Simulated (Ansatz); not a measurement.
How far is this BeS from the hull?

Computed with DFT PBE, scalar-relativistic, plane waves, PAW (Ansatz 0.2.0). All cells share a 420 eV cutoff and Γ-centred k meshes spaced at most about 0.3 Å⁻¹ (2π included). No spin polarisation.

The zero of energy is the elements' standard structures at the same level; no fitted shifts are applied.

These are static total energies at zero pressure. No dispersion correction is applied, so the spacing and binding between layers, chains or molecules are poorly described (Cmme), and this can change margins and order among such cells. The reference form of S is held partly by dispersion forces, which this level lacks.

The competitors are the elements and 1 reference phase of this chemical system (from databases or known types: BeS), relaxed at the same level; other known phases may be missing.

The candidate was reached from: ordered vacancies on the cation sites of cuprite.

Space group Cmme (No. 67). a = 5.538 Å, b = 6.900 Å, c = 5.796 Å, α = 90.00°, β = 90.00°, γ = 90.00°
| atom | site | symmetry | x | y | z |
| --- | --- | --- | --- | --- | --- |
| Be | 4e | .2/m. | 0.2500 | 0.7500 | 0.0000 |
| S | 4g | mm2 | 0.5000 | 0.7500 | 0.7757 |

Question: Where does it stand against these competitors?

Answer: Not the lowest form: another structure of the same formula lies lower. Its formation energy is -0.424 eV/atom. The lowest competing phase at this composition is this:

```tsv
phase	space group	source	share of atoms	ΔE_f (eV/atom)
BeS	F-43m (No. 216)	COD	1.0000	-1.070
```

The candidate lies 0.65 eV/atom above this phase. The candidate matches no cell in the subsets of the Crystallography Open Database and the Materials Project at hand. A phase this far over the hull is unlikely to be made.
